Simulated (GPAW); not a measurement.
The system is CuI (Marshite).

```
I Cu
1.0
     0.00000    3.03150    3.03150
     3.03150    0.00000    3.03150
     3.03150    3.03150    0.00000
I Cu
1 1
Cartesian
  0.0000 0.0000 0.0000
  4.5473 4.5473 4.5473
```

Base run:

- Program: GPAW 26.7.0
- Functional: PBEsol
- Potentials or basis: PAW data sets generated in the run's folder for this functional
- Cutoff: 600 eV
- Basis: pw
- k mesh: 8 × 8 × 8
- Occupations: fermi-dirac, width 0.05 eV
- Spin: no spin polarisation

Its results: band gap on the k mesh 1.03 eV, direct; pressure -1.9 GPa.

Task: The run is repeated on the same cell with these changes: functional from PBEsol to BLYP. What comes out?

Result: Band gap on the k mesh 1.18 eV, direct; pressure 3.9 GPa.

BLYP binds less tightly than PBEsol, so the same cell stands under more pressure.

Caveats: spin-orbit coupling is left out, which moves the levels of the heavy elements.

Not every run made on this cell is shown here.
